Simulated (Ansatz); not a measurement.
Sensitivity of the gradients in Si3N4 to the input

This input was run with Ansatz:

```yaml
crystal:
  lattice:
    - [-3.23735, 3.23735, 3.23735]
    - [3.23735, -3.23735, 3.23735]
    - [3.23735, 3.23735, -3.23735]
  atoms:
    - { symbol: Si, position: [0.25, 0.125, 0.875] }
    - { symbol: Si, position: [0.875, 0.25, 0.125] }
    - { symbol: Si, position: [0.75, 0.375, 0.625] }
    - { symbol: Si, position: [0.625, 0.75, 0.375] }
    - { symbol: Si, position: [0.125, 0.875, 0.25] }
    - { symbol: Si, position: [0.375, 0.625, 0.75] }
    - { symbol: "N", position: [0.5628, 0.5628, 0.5628] }
    - { symbol: "N", position: [0.4372, 0.5, 0.0] }
    - { symbol: "N", position: [0.5, 0.0, 0.9372] }
    - { symbol: "N", position: [0.0, 0.4372, 0.5] }
    - { symbol: "N", position: [0.9372, 0.5, 0.0] }
    - { symbol: "N", position: [0.0628, 0.0628, 0.0628] }
    - { symbol: "N", position: [0.0, 0.9372, 0.5] }
    - { symbol: "N", position: [0.5, 0.0, 0.4372] }
kpoints:
  mp_grid: { grid: [6, 6, 6] }
scf:
  occupations: { method: fermi_dirac, width: 0.02 }
hamiltonian:
  xc: pbe
  pseudopotentials: { kind: paw }
output:
  forces: true
  stress: true
  populations: true
  efg:
    quadrupole_moments_barn: { "N": 0.02044 }
    contact_densities: true
  write_density: true
  write_potential: true
  elf: true
  volumetric_format: npy
basis:
  ecutwfc: "500 eV"
```

It converged. Of its output the block on the nuclei alone is shown, without the SCF iterations, energies, forces and stress (one atom of each set):

```
--- PAW observables at the nuclei: V_zz in 10²¹ V/m², potentials from the cell's mean, atoms counted from 1 ---
  atom   1  Si V_zz =    -0.103464   η = 0.0000   by run symmetry: allowed
            electrostatic potential = -1360.897502 V   contact ρ = 12804.352224 e/Å³
  atom   7  N  V_zz =    -5.783833   η = 0.0000   by run symmetry: allowed   C_q = -2.8586 MHz
            electrostatic potential = -517.287881 V   contact ρ = 1411.835247 e/Å³
```

**Question.** Can these gradients be trusted, and how do they compare with a run on standard settings?

**Answer.** They agree with the standard run. Against the standard input the change is `basis.ecutwfc`: not typed → 500 eV. A site carries the number of its first atom; V_zz in 10²¹ V/m².

```json
{"site": "Si", "V_zz standard": "-0.10", "η standard": "0.00", "V_zz here": "-0.10", "η here": "0.00"}
{"site": "N", "V_zz standard": "-5.77", "η standard": "0.00", "V_zz here": "-5.78", "η here": "0.00"}
```

No V_zz moves by more than 0.02. SCF iterations: 6 and 6.
